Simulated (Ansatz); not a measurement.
Ru:

```xyz
1
Lattice="0.0000 1.9150 1.9150 1.9150 0.0000 1.9150 1.9150 1.9150 0.0000" Properties=species:S:1:pos:R:3 pbc="T T T"
Ru    0.0000    0.0000    0.0000
```

This isn't the form of Ru at room conditions, which is hcp.

Program: Ansatz 0.2.0. Alike in all runs: cell as given.

Order these runs on this cell by their pressure, lowest first.
A. level PBEsol+D3(BJ)-ATM; potentials or basis Ansatz PAW; spin SOC, no magnetisation; k mesh 12 × 12 × 12; cutoff (eV) 420; smearing fermi-dirac 0.05 eV
B. level HSE03; potentials or basis SPMS NC; spin off; k mesh 8 × 8 × 8; cutoff (eV) 653; smearing cold 0.01 eV; points for each segment of the path 4
C. level r2SCAN+D4+U; potentials or basis Ansatz NC; spin SOC, no magnetisation; U Ru d U = 2.0 eV; k mesh 12 × 12 × 12; cutoff (eV) 1250; smearing fermi-dirac 0.1 eV; double counting fll; hubbard projectors ortho-atomic (the default); other keys accuracy = high; …

A (-19.8 GPa), B (-16.0 GPa), C (-13.3 GPa).

Caveats: so large a pressure means that the cell lies far from this level's equilibrium, or that cutoff or potentials fall short (some runs); pairwise dispersion overbinds metals, which lowers pressure and volume (some runs); the potentials were made for another functional, which shifts forces and pressure (some runs); the PAW data sets come from PBE, with cores solved anew for the run's functional, which leaves a small shift of forces and pressure (some runs); the thresholds are loose for stress (some runs); U without spin polarisation on a metal has little footing (some runs); the U is typed as a test and isn't derived for this compound (some runs).

Runs at the PBE level aren't shown here.
